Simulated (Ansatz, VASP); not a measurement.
# One calculation of K, two programs

```
K
1.0
    -2.64205    2.64205    2.64205
     2.64205   -2.64205    2.64205
     2.64205    2.64205   -2.64205
K
1
Direct
  0.00000 0.00000 0.00000
```

Alike in both runs: task single point; functional PBE; k mesh 12 × 12 × 12; occupations gaussian, width 0.05 eV; no spin polarisation.

|  | VASP | Ansatz |
| --- | --- | --- |
| version | VASP 6.6.1 | Ansatz 0.2.0 |
| potentials or method | VASP PAW PBE potentials, release 64 (K_sv) | scalar-relativistic, plane waves, PAW |
| plane-wave cutoff (eV) | 520 | 420 |
| valence electrons in the cell | 9 | 9 |

```tsv
	VASP	Ansatz	Ansatz less VASP
gap on the k mesh at the Fermi level (eV)	none	none	-
pressure (GPa)	0.0	0.0	+0.01
```

A gap of «none» marks a metal or a gap that the smearing closes.
